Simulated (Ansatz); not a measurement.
The cell is SiO₂ (I4/mmm) from a database structure; cell and atoms were relaxed with r2SCAN. Space group I4/mmm (No. 139), tetragonal; a = 8.939 Å, c = 5.231 Å in the conventional setting, 17.42 Å³ an atom. Si is surrounded by 4 O at 1.60–1.61 Å; O is surrounded by 2 Si at 1.60 Å; O is surrounded by 2 Si at 1.61 Å.

```
Si O
1.0
    -4.46948    4.46948    2.61543
     4.46948   -4.46948    2.61543
     4.46948    4.46948   -2.61543
Si O
4 8
Direct
  0.17696 0.17696 0.35391
  0.82304 0.17696 0.00000
  0.17696 0.82304 0.00000
  0.82304 0.82304 0.64609
  0.50000 0.50000 0.50000
  0.00000 0.50000 0.00000
  0.50000 0.00000 0.00000
  0.00000 0.00000 0.50000
  0.00000 0.20883 0.20883
  0.79117 0.00000 0.79117
  0.20883 0.00000 0.20883
  0.00000 0.79117 0.79117
```

4 runs of the plane-wave code Ansatz on this cell differ in the functional (and in the settings that go with it). Levels are in eV from each run's valence top; v1 is the last filled band, c1 the first empty one.

Run A, mean stress -0.3 GPa (compression positive):
```
point     v4     v3     v2     v1     c1     c2
    Γ  -0.85  -0.70  -0.02   0.00   7.91  10.81
    X  -0.48  -0.39  -0.39  -0.26   9.08   9.42
    M  -1.06  -0.18   0.00   0.00  10.05  10.33
    Z  -1.39  -0.53  -0.53  -0.15  10.41  10.85
```

Run B, mean stress -0.2 GPa (compression positive):
```
point     v4     v3     v2     v1    c1     c2
    Γ  -0.85  -0.69  -0.02   0.00  7.14  10.04
    X  -0.48  -0.39  -0.39  -0.26  8.31   8.65
    M  -1.06  -0.18   0.00   0.00  9.28   9.55
    Z  -1.38  -0.52  -0.52  -0.15  9.65  10.08
```

Run C, mean stress +3.6 GPa (compression positive):
```
point     v4     v3     v2     v1    c1    c2
    Γ  -0.82  -0.67  -0.02   0.00  5.45  8.37
    X  -0.45  -0.38  -0.37  -0.24  6.61  6.96
    M  -1.01  -0.17   0.00   0.00  7.64  7.66
    Z  -1.30  -0.50  -0.50  -0.14  8.02  8.45
```

Run D, mean stress 0.0 GPa (compression positive):
```
point     v4     v3     v2     v1    c1    c2
    Γ  -0.82  -0.67  -0.02   0.00  6.08  9.00
    X  -0.46  -0.38  -0.38  -0.24  7.20  7.63
    M  -1.02  -0.18   0.00   0.00  8.13  8.46
    Z  -1.32  -0.50  -0.50  -0.15  8.49  9.09
```

Q: Match the runs to PBE, r2SCAN, HSE06, PBE0.

A: A is PBE0, B is HSE06, C is PBE, D is r2SCAN. In order of the gap: PBE 5.45, r2SCAN 6.08, HSE06 7.14, PBE0 7.91 eV.

Spin-unpolarised throughout; all numbers are computed.

The stress of a hybrid is loosely converged in these runs.

For some runs the program warns that the potential is rough where the density is thin, which bears on empty states near the vacuum.
